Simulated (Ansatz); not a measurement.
# Ni_Cd in CdSe (P6_3mc): charge-transition levels and formation energies

Charge states of Ni_Cd in CdSe (P6_3mc), set against the band edges. Model: a cell of 72 host atoms with 1 Cd taken out and 1 Ni put in.

Method: place-levels on r2SCAN runs: charge-transition levels and formation energies with image-charge correction and potential alignment at the atomic sites; PAW set soft_1, in Ansatz 0.2.0.

In doubt: warnings of the run leave room for a lower electronic state (in some of the runs), so energies may not be the lowest and differences between runs may mislead.

**1. Starting point**

The cell holds 72 atoms: 35 Cd, 36 Se and 1 Ni. Its edges and angles: a = 13.023 Å, b = 13.023 Å, c = 14.159 Å, α = 90.0°, β = 90.0°, γ = 120.0°. It derives from CdSe (space group P6_3mc). Nearest the centre at fractional (0.444, 0.556, 0.500): Ni37 at 0.00 Å, Se12 at 2.66 Å, Se44 at 2.66 Å, Se36 at 2.66 Å, Se39 at 2.66 Å, Cd10 at 4.34 Å, Cd42 at 4.34 Å, Cd14 at 4.34 Å.

The host's dielectric constants go in as inputs: (8.02, 8.02, 8.09) for the electrons alone, (11.43, 11.43, 12.09) with the ions, computed on the host (DFPT, PBEsol, on the r2SCAN cell), and a cell off the functional's own equilibrium shifts the ionic part.

The cell's shortest repeat is 13.0 Å.

**2. Charge states**

A transition level is the Fermi level at which two charge states cost the same, so each charge needs its own total energy, at its own relaxed structure.

Each atom starts 0.05 Å or so off its site in a random direction: a symmetric start keeps its symmetry, and would miss off-centre moves and Jahn–Teller distortions. Forces are taken at one point at (¼, ¼, ¼). The cell holds 1 electron more than the neutral one, with a uniform background that keeps it neutral on the whole. The electron count is odd, so at least one spin is unpaired; this run locks the moment at 1 μB.

The sampling was tested on the host first: at the k-points planned (1x1x1 shifted 0.25 0.25 0.25) its energy lies -0.014 eV an atom from the dense-mesh value, under the bound of 0.02 eV set for this test; that bounds the host's error, not the defect's.

One of the inputs; charge, spin and start change from state to state.

The input, qm1_M1.relax/input.yaml:

```yaml
crystal:
  lattice:
    - [13.02269577, 0.0, 0.0]
    - [-6.51134789, 11.27798537, 0.0]
    - [0.0, 0.0, 14.15932736]
  atoms:
    - { symbol: Cd, position: [0.11111111, 0.22222222, 2.861e-05] }
    - { symbol: Cd, position: [0.22222222, 0.11111111, 0.25002861] }
[... 1 atom line left out ...]
    - { symbol: Se, position: [0.22222222, 0.11111111, 0.43797139] }
    - { symbol: Cd, position: [0.11111111, 0.22222222, 0.50002861] }
[... 4 atom lines left out ...]
    - { symbol: Cd, position: [0.22222222, 0.44444444, 0.25002861] }
[... 1 atom line left out ...]
    - { symbol: Se, position: [0.22222222, 0.44444444, 0.43797139] }
    - { symbol: Cd, position: [0.11111111, 0.55555556, 0.50002861] }
    - { symbol: Cd, position: [0.22222222, 0.44444444, 0.75002861] }
[... 5 atom lines left out ...]
    - { symbol: Se, position: [0.22222222, 0.77777778, 0.43797139] }
[... 8 atom lines left out ...]
    - { symbol: Cd, position: [0.44444444, 0.22222222, 0.50002861] }
[... 4 atom lines left out ...]
    - { symbol: Cd, position: [0.55555556, 0.44444444, 0.25002861] }
    - { symbol: Se, position: [0.44444444, 0.55555556, 0.18797139] }
    - { symbol: Se, position: [0.55555556, 0.44444444, 0.43797139] }
    - { symbol: Ni, position: [0.44444444, 0.55555556, 0.50002861], spin: 1.0 }
    - { symbol: Cd, position: [0.55555556, 0.44444444, 0.75002861] }
    - { symbol: Se, position: [0.44444444, 0.55555556, 0.68797139] }
[... 2 atom lines left out ...]
    - { symbol: Cd, position: [0.55555556, 0.77777778, 0.25002861] }
[... 1 atom line left out ...]
    - { symbol: Se, position: [0.55555556, 0.77777778, 0.43797139] }
    - { symbol: Cd, position: [0.44444444, 0.88888889, 0.50002861] }
    - { symbol: Cd, position: [0.55555556, 0.77777778, 0.75002861] }
[... 14 atom lines left out ...]
    - { symbol: Cd, position: [0.77777778, 0.55555556, 0.50002861] }
[... 7 atom lines left out ...]
    - { symbol: Cd, position: [0.77777778, 0.88888889, 0.50002861] }
[... 2 atom lines left out ...]
    - { symbol: Se, position: [0.88888889, 0.77777778, 0.93797139] }
  host:
    repeats: [3, 3, 2]
    atoms:
      - { symbol: Cd, position: [0.33333333, 0.66666667, 5.722e-05] }
      - { symbol: Cd, position: [0.66666667, 0.33333333, 0.50005722] }
      - { symbol: Se, position: [0.33333333, 0.66666667, 0.37594278] }
      - { symbol: Se, position: [0.66666667, 0.33333333, 0.87594278] }
total_charge: -1
basis:
  ecutwfc: 500
  xc_grid: 2
hamiltonian:
  xc: r2scan
  pseudopotentials: { kind: paw, azcp: { folder: soft_1 } }
kpoints:
  mp_grid: { grid: [1, 1, 1], shift: [0.25, 0.25, 0.25] }
magnetization:
  spin_polarized: true
  initial_magnetization: 1
  spin_locking: { lock_magnetization: hard }
scf:
  occupations: { method: fixed }
  max_iter: 60
output:
  forces: true
  charged_corrections:
    epsilon: [8.02, 8.02, 8.09]
    static_epsilon: [11.43, 11.43, 12.09]
    defect_position: [0.444444, 0.555556, 0.500029]
relax:
  f_tol: 0.02
  max_steps: 80
  random_displacement: { amplitude: 0.05, seed: 7223 }
checkpoint:
  write: "../qm1_M1.relax.run"
  compress: false
  write_wavefunctions: true
  write_every: 100000
```

The run is started by

```bash
$ ansatz run input.yaml --threads 5 --pin off --max-ram 37683MiB --backend cuda --events-out ev --progress --plain --runs-dir out
```

The relaxed structure is kept and the sampling changed to a 2×2×2 shifted mesh.

The run of this state that the levels use, under r2SCAN:

The input, qm1_M1.point/input.yaml:

```yaml
crystal:
  checkpoint: "../qm1_M1.relax.run"
  host: checkpoint
total_charge: -1
basis:
  ecutwfc: 500
  xc_grid: 2
hamiltonian:
  xc: r2scan
  pseudopotentials: { kind: paw, azcp: { folder: soft_1 } }
kpoints:
  mp_grid: { grid: [2, 2, 2], shift: [0.5, 0.5, 0.5] }
magnetization:
  spin_polarized: true
  initial_magnetization: 1
  spin_locking: { lock_magnetization: hard }
scf:
  occupations: { method: fermi_dirac, width: 0.01 }
  max_iter: 60
output:
  forces: true
  eigenvalues: true
  charged_corrections:
    epsilon: [8.02, 8.02, 8.09]
    static_epsilon: [11.43, 11.43, 12.09]
    defect_position: [0.444444, 0.555556, 0.500029]
  eigenstates: { localisation: true }
  populations: true
  efg: {}
checkpoint:
  read: "../qm1_M1.relax.run"
  write: "../qm1_M1.point.run"
  compress: false
  write_wavefunctions: false
  write_every: 100000
```

Relaxations under r2SCAN at one point at (¼, ¼, ¼); times on 1 × NVIDIA H100 80GB HBM3 with 5 threads of AMD EPYC 7R13 (Zen 3), shared host:

```csv
charge,moment (μB),occupations,outcome,steps,largest displacement against the far atoms (Å),time
−1,1,fixed,converged,6,0.27,43 s
0,0,fixed,not converged,4,-,23 s
0,0,fermi-dirac,converged,6,0.31,27 s
0,2,fixed,converged,7,0.27,54 s
+1,1,fixed,converged,6,0.28,49 s
+1,3,fixed,converged,6,0.28,41 s
```

Single points under r2SCAN at a 2×2×2 shifted mesh; times on 1 × NVIDIA H100 80GB HBM3 with 5 threads of AMD EPYC 7R13 (Zen 3), shared host:

```csv
charge,moment (μB),occupations,outcome,time
−1,1,fermi-dirac,converged,83 s
0,0,fermi-dirac,converged,40 s
0,2,fermi-dirac,converged,97 s
+1,1,fermi-dirac,converged,91 s
+1,3,fermi-dirac,converged,88 s
```

Distances (Å) from Ni37 to the nearest atoms after relaxation with r2SCAN:

```csv
charge,moment (μB),1.,2.,3.,4.,5.,6.
−1,1,Se 2.42,Se 2.42,Se 2.43,Se 2.45,Cd 4.19,Cd 4.21
0,0,Se 2.38,Se 2.39,Se 2.42,Se 2.42,Cd 4.15,Cd 4.16
0,2,Se 2.43,Se 2.44,Se 2.46,Se 2.47,Cd 4.17,Cd 4.18
+1,1,Se 2.43,Se 2.44,Se 2.45,Se 2.45,Cd 4.18,Cd 4.19
+1,3,Se 2.39,Se 2.40,Se 2.40,Se 2.40,Cd 4.27,Cd 4.28
```

**3. place-levels, r2SCAN**

A charged cell interacts with its images and the background, and its potential has another zero than the host's. place-levels removes the first by a point-charge model, screened by the static dielectric constant since the ions have relaxed around the charge, and the second by comparing potentials at atoms far from the defect.

The host is a run of the defect-free crystal in the same cutoffs, grids and k-points, so that basis and sampling errors cancel in part in the differences. The host is run in a cell of 4 atoms on a matching mesh. Its band edges are searched through the zone by a band path, so the gap is smaller than, or equal to, that on the mesh. Chemical potentials are energies per atom of Cd (hcp) and Ni (fcc), run with the same functional and cutoff.

The input, levels.point.yaml:

```yaml
host:
  run: host.point.run
states: [qm1_M1.point.run, q0.point.run, q0_M2.point.run, qp1_M1.point.run, qp1_M3.point.run]
geometry_from:
  qm1_M1.point.run: qm1_M1.relax.run
  q0.point.run: q0.relax_smeared.run
  q0_M2.point.run: q0_M2.relax.run
  qp1_M1.point.run: qp1_M1.relax.run
  qp1_M3.point.run: qp1_M3.relax.run
  host.point.run: host.relax.run
chemical_potentials:
  Cd:
    energy: -8268.253598
    dataset: "<sha256 of the dataset>"
  Ni:
    energy: -5845.291662
    dataset: "<sha256 of the dataset>"
epsilon: [8.02, 8.02, 8.09]
static_epsilon: [11.43, 11.43, 12.09]
vertical:
  - { from: qm1_M1.point.run, to: qm1_M1.point_neutral.run }
  - { from: qp1_M1.point.run, to: qp1_M1.point_neutral.run }
  - { from: qp1_M3.point.run, to: qp1_M3.point_neutral.run }
```

The run is started by

```bash
$ ansatz place-levels levels.point.yaml -- --threads 5 --pin off --max-ram 37683MiB
```

Numbers of over 12 decimals in the logs are rounded to 6 here.

Output:

```text
[... repeated set-up lines and file paths are left out, and long positions are rounded to six places ...]
(+1/0) 0.039 eV beneath the valence edge, in the valence band
(0/-1) 1.097 eV above the valence edge (+1.504 eV without the band-filling correction), 0.000 eV under the conduction edge
formation energy of charge +1: +1.543 eV with the Fermi level at the valence edge
formation energy of charge 0: +1.505 eV with the Fermi level at the valence edge
formation energy of charge -1: +2.602 eV with the Fermi level at the valence edge
vertical -1 to 0: no energy, since no alignment is typed
  the change from vertical[0].from (qm1_M1.point.run) to vertical[0].to (qm1_M1.point_neutral.run): by its spins about the atoms it stands at 0.445 0.556 0.501, with an rms radius of about 0.9 Å (0.6 0.6 0.4 Å across the planes of the cell's vectors); [...]
vertical +1 to 0: no energy, since no alignment is typed
  the change from vertical[1].from (qp1_M1.point.run) to vertical[1].to (qp1_M1.point_neutral.run): by its potential at epsilon [8.02, 8.02, 8.09] it stands at 0.455 0.580 0.494, with an rms radius of about 5.2 Å (2.7 2.9 3.4 Å across the planes of the cell's [...]
vertical +1 to 0: no energy, since no alignment is typed
  the change from vertical[2].from (qp1_M3.point.run) to vertical[2].to (qp1_M3.point_neutral.run): by its potential at epsilon [8.02, 8.02, 8.09] it stands at 0.461 0.539 0.492, with an rms radius of about 1.9 Å (1.0 1.1 1.2 Å across the planes of the cell's [...]
  edges by r2scan, gap 1.097 eV; the host is sampled to repeats of 26.05 Å
  the defect's cells are sampled to repeats of 26.05 Å, like sampling
  charge +1: -492506.9711 eV with its correction of +0.055 eV, at epsilon [11.43, 11.43, 12.09], aligned at sites: -0.0829 eV, mean over 33 atomic sites at or beyond 6.51 Å from the defect at [0.4444, 0.5556, 0.5000], with +0.000000 for the charge's moments [...]
  charge 0: +0.000 eV for its dipole among its images, +0.000 omitted
  charge -1: -492492.2482 eV with its correction of +0.197 eV, at epsilon [11.43, 11.43, 12.09], aligned at sites: -0.0594 eV, mean over 33 atomic sites at or beyond 6.51 Å from the defect at [0.4444, 0.5556, 0.5000], with -0.000582 for the charge's moments [...]
  charge +1: states[3] (qp1_M1.point.run) stands 0.123 eV higher, with a moment of 1.00 μB against 3.00
  states[3] (qp1_M1.point.run): levels filled in part (TS 0.003 eV): its energy is of no whole electron's
  charge 0: states[1] (q0.point.run) stands 1.148 eV higher, with a moment of 0.00 μB against 2.00
  states[1] (q0.point.run): levels filled in part (TS 0.022 eV): its energy is of no whole electron's
  of states[4] (qp1_M3.point.run): its displacements don't fall off away from the defect: farther atoms stand 0.02 Å off the host's places. [...]
  of states[2] (q0_M2.point.run): its displacements don't fall off away from the defect: farther atoms stand 0.023 Å off the host's places. [...]
  of states[0] (qm1_M1.point.run): a band-filling correction moves a carrier to the host's band edge, which changes its energy by -0.406 eV; stability_check_not_made
  of states[3] (qp1_M1.point.run): it parts from the run at its places by a charge that spreads by about 2.9 Å along one vector (2 Å or more is wide), by its potential at epsilon [8.02, 8.02, 8.09], taken for that of held ions (one typed too small widens it), [...]
  of states[1] (q0.point.run): its displacements don't fall off away from the defect: farther atoms stand 0.026 Å off the host's places. [...]
  of vertical[0].from (qm1_M1.point.run): stability_check_not_made
  vertical[0].to (qm1_M1.point_neutral.run): levels filled in part (TS 0.013 eV): its energy is of no whole electron's
  vertical[1].from (qp1_M1.point.run): levels filled in part (TS 0.003 eV): its energy is of no whole electron's
  of vertical[1].from (qp1_M1.point.run): its displacements don't fall off away from the defect: farther atoms stand 0.025 Å off the host's places. [...]
  vertical[1].to (qp1_M1.point_neutral.run): levels filled in part (TS 0.024 eV): its energy is of no whole electron's
  of vertical[1].to (qp1_M1.point_neutral.run): its displacements don't fall off away from the defect: farther atoms stand 0.025 Å off the host's places. [...]
  of vertical[2].from (qp1_M3.point.run): its displacements don't fall off away from the defect: farther atoms stand 0.02 Å off the host's places. [...]
  vertical[2].to (qp1_M3.point_neutral.run): levels filled in part (TS 0.020 eV): its energy is of no whole electron's
  of vertical[2].to (qp1_M3.point_neutral.run): its displacements don't fall off away from the defect: farther atoms stand 0.02 Å off the host's places. [...]
```

Elapsed: 0.58 s, on 5 threads of AMD EPYC 7R13 (Zen 3), shared host.

Levels between the charges placed, in eV above the valence top:

```csv
,gap (eV),(+1/0),(0/−1)
r2SCAN,1.10,-0.04,1.10
```

Corrections by state:

```csv
charge,moment (μB),image terms and alignment (eV),band filling (eV),ε used,"over the lowest of its charge, as the program ranks them, band filling apart (eV)"
+1,3.0,0.055,-,"principal values (11.43, 11.43, 12.09)",0.000
0,2.0,0.000,-,-,0.000
−1,1.0,0.197,-0.406,"principal values (11.43, 11.43, 12.09)",0.000
+1,1.0,0.014,-,"principal values (11.43, 11.43, 12.09)",0.123
0,0.0,0.000,-,-,1.148
```

The charged structures listed were also run neutral, and place-levels reads from each pair, by the potential or the spins, how wide the charge is by which they differ; that can be the carrier of either run.

```csv
charge,rms radius (Å),spread where it is widest against the cell (Å),wide from (Å),reading
+1,1.9,1.05,1.95,narrow
−1,0.9,0.58,1.95,narrow
```

The neutral runs of these pairs need not share the spin of the lowest neutral state, and very wide values only mean spread over the cell.

From the program's caveats on the states, each cut to its opening words:

- charge +1 (3 μB): its displacements don't fall off away from the defect: farther atoms stand 0.02 Å off the host's places
- charge +1 (3 μB), 0 (2 μB), −1 (1 μB), +1 (1 μB): flagged: stability check not made
- charge 0 (2 μB): its displacements don't fall off away from the defect: farther atoms stand 0.023 Å off the host's places
- charge −1 (1 μB): a band-filling correction moves a carrier to the host's band edge, which changes its energy by -0.406 eV
- charge +1 (1 μB): it parts from the run at its places by a charge that spreads by about 2.9 Å along one vector (2 Å or more is wide), by its potential at epsilon [8.02, 8.02, [...]
- charge +1 (1 μB): its displacements don't fall off away from the defect: farther atoms stand 0.025 Å off the host's places
- charge +1 (1 μB): its moments are held at its close (magnetization.spin_locking), by a field of 0.086 eV a Bohr magneton, and its energy and levels are of the state that this [...]
- charge 0: its displacements don't fall off away from the defect: farther atoms stand 0.026 Å off the host's places

Formation energies (eV), elemental references (Δμ(Cd) = 0.00 eV, Δμ(Ni) = 0.00 eV):

```csv
charge,Fermi level at the valence top,at the conduction bottom
+1,1.54,2.64
0,1.50,1.50
−1,2.60,1.50
```

**4. What came out**

| Item | Value |
| --- | --- |
| gap of the host | 1.10 eV (r2SCAN) |
| level (plus 1/0) | 0.04 eV below the valence top |
| level (0/minus 1) | 1.10 eV above the valence top, at the conduction bottom (1.50 eV above the valence top without the band-filling term) |
| lowest of the charges placed, just above the valence top (0.02 eV) | 0 |
| lowest of the charges placed, just below the conduction bottom (0.02 eV) | 0 |
| lowest formation energy at mid-gap of the charges run, elemental references | 1.50 eV |

What this shows: Of the charges placed (−1, 0 and +1), 0 is the lowest from 0.02 eV above the valence top to 0.02 eV below the conduction bottom, a gap of 1.10 eV. (+1/0) lies 0.04 eV from a band edge, less than the doubt on such levels. States placed: +1 at 3 μB and 1 μB; 0 at 2 μB and 0 μB; −1 at 1 μB. Other spin states or structures, where not listed, weren't placed. The program finds carriers beyond a band edge of the host and adds a band-filling term at charge −1 (-0.41 eV); steps to such a charge show no bound level, and a defect level inside a band would be read the same way. Ni is taken at its element; compounds, which aren't counted here, bound the chemical potentials and would shift these formation energies. Keep in mind: r2SCAN makes the gap too small and tends to spread out bound carriers; spin–orbit coupling, which can matter with heavy atoms, is left out.

[Logs are printed without paths, hosts, clocks, repeated set-up lines and the standing remarks that a program may print on its own settings, such as how far it seeks lower states.]

[Hosts, paths, dates, database ids (printed as entryN), source tags and the programs' standing remarks are cut or masked in the printed files.]

[Where a table of states has a column of steps, it counts the stored structures, which are thinned; the runs took as many ionic steps or more.]

[A defect's name tells the site on which it was built; relaxed atoms can leave that site.]

[For some hosts the program warned that the k-mesh of the response run may be too coarse for force constants and the static dielectric constant; such warnings are not shown here.]
